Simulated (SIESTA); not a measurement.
**BeTe in SIESTA: the effect of strain zz**

The system is BeTe.

```
CELL_PARAMETERS angstrom
0.00000 2.77000 2.65920
2.77000 0.00000 2.65920
2.77000 2.77000 0.00000
ATOMIC_POSITIONS crystal
Te 0.75000 0.75000 0.75000
Be 0.00000 0.00000 0.00000
```

The cell isn't the ideal one: cell strained along z.

Alike in all runs:

| Item | Value |
| --- | --- |
| Program | SIESTA 5.4.2 |
| Task | single point |
| Functional | PBE |
| Potentials or basis | PseudoDojo 0.4 standard (PBE files) |
| Basis | DZP (energy shift 0.003 Ry; two zetas on semicore shells) |
| Grid cutoff | 800 Ry |
| Energy shift | 0.003 Ry |
| k mesh | 8 × 8 × 8 |
| Occupations | fermi-dirac, width 0.05 eV |
| Spin | no spin polarisation |

| strain zz | gap on the mesh (eV) | pressure (GPa) |
| --- | --- | --- |
| -0.04 | 1.48 | 9.3 |
| -0.02 | 1.71 | 5.8 |
| -0.01 | ? | ? |
| 0 | 1.94 | 3.8 |
| 0.01 | 1.92 | 3.6 |
| 0.02 | 1.90 | 3.7 |
| 0.04 | 1.86 | 3.0 |

Problem. What does the run with strain zz -0.01 give?

Solution. gap on the mesh 1.83 eV; pressure 4.4 GPa.

Worked out: A parabola through the other rows of the gap on the mesh, of slope 7.6 eV per unit of strain zz there, gives 1.83 eV, against the run's 1.83. A parabola through the other rows of the pressure, of slope -99.4 GPa per unit of strain zz there, gives 5.0 GPa, against the run's 4.4. The fit is too stiff a form for this range.

Caveats: short orbitals over semicore shells can move pressures by several GPa; spin-orbit coupling is left out, which moves the levels of the heavy elements; the basis of atomic orbitals isn't converged, which shifts pressures, moduli and gaps.

A k mesh can miss the band edges.
